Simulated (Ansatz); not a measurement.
Runs of Ansatz 0.2.0 on Cu. It takes space group Fm-3m (No. 225, cubic). The conventional cell has a = 3.615 Å, b = 3.615 Å, c = 3.615 Å, α = 90.00°, β = 90.00°, γ = 90.00°. Around Cu (site symmetry m-3m) lie 12 Cu at 2.56 Å. 

```tsv
task	level	cell	k mesh	cutoff (eV)	smearing	phonon path	basis error allowed	mesh quality	gap on the mesh (eV)	pressure (GPa)
single point	PBE	as given	13 × 13 × 13	295	gaussian 0.018 eV	-	0.001 eV/atom	not flagged	none	1.7
relaxation of cell and atoms	BLYP+D4	relaxed	13 × 13 × 13	-	fermi-dirac 0.05 eV	-	0.001 eV/atom	not flagged	-	0.0
single point	PBE	as given	13 × 13 × 13	295	gaussian 0.014 eV	-	0.001 eV/atom	not flagged	none	1.7
band structure	LDA	as given	13 × 13 × 13	295	fermi-dirac 0.05 eV	-	0.001 eV/atom	not flagged	-	-12.7
single point	PBE	as given	13 × 13 × 13	295	gaussian 0.016 eV	-	0.001 eV/atom	not flagged	none	1.7
single point	PBE	as given	13 × 13 × 13	295	gaussian 0.019 eV	-	0.001 eV/atom	not flagged	none	1.7
single point	PBE	as given	6 × 6 × 6	260	fermi-dirac 0.03 eV	-	0.003 eV/atom	coarse	none	(a)
```

Alike in all rows: potentials or basis all-electron LAPW, scalar-relativistic; no spin polarisation.

Question: Fill in the values left out.

Answer: (a) 2.9.

Caveats: some runs use coarse meshes; the k mesh is thin for a metal, which can move the energy by tens of meV per atom (some runs).

A k mesh can miss the band edges.

A gap of «none» marks a metal or a gap under the smearing width.

Not every run made on this cell is shown here.
